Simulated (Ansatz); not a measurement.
**Pb: relaxation of cell and atoms with PBEsol+D4**

Crystal: Pb.

```
CELL_PARAMETERS angstrom
0.00000 2.47502 2.47502
2.47502 0.00000 2.47502
2.47502 2.47502 0.00000
ATOMIC_POSITIONS crystal
Pb 0.00000 0.00000 0.00000
```

| Property | Result |
| --- | --- |
| Program | Ansatz 0.2.0 |
| Task | relaxation of cell and atoms |
| Functional | PBEsol |
| Dispersion | D4 |
| Potentials or basis | all-electron LAPW, scalar-relativistic |
| Basis error allowed | 0.001 eV/atom |
| k mesh | 9 × 9 × 9 |
| Occupations | fermi-dirac, width 0.05 eV |
| Spin | no spin polarisation |

```yaml
Relaxed_volume: 29.16 Å³/atom
Relaxed_cell: a = 3.455 Å, b = 3.455 Å, c = 3.455 Å, α = 60.00°, β = 60.00°, γ = 60.00°
Space_group_after_relaxing_to_0.05_Å: Fm-3m (No. 225)
Energy_gained_by_relaxing: 7.3 meV/atom
Ionic_steps: 4
Pressure_after_relaxing: 0.0 GPa
```

Step by step:
```
step  energy change (eV)  largest force (eV/Å)  volume (Å³)
   1              0.0000                0.0000        30.32
   2             -0.0072                0.0000        29.01
   3             -0.0073                0.0000        29.16
   4             -0.0073                0.0000        29.16
```

Final structure:
```
CELL_PARAMETERS angstrom
0.00000 2.44298 2.44298
2.44298 0.00000 2.44298
2.44298 2.44298 0.00000
ATOMIC_POSITIONS crystal
Pb 0.00000 0.00000 0.00000
```

Wall time 8 s on 1 thread of Intel(R) Xeon(R) Platinum 8375C CPU @ 2.90GHz (Ice Lake) (shared host), peak memory 0.3 GiB.

The cell as given is a measured one (30.32 Å³/atom); PBEsol+D4 puts the equilibrium volume -3.8 % from it, thermal expansion not counted.

Spin-orbit coupling is left out, which matters for the levels of Pb.
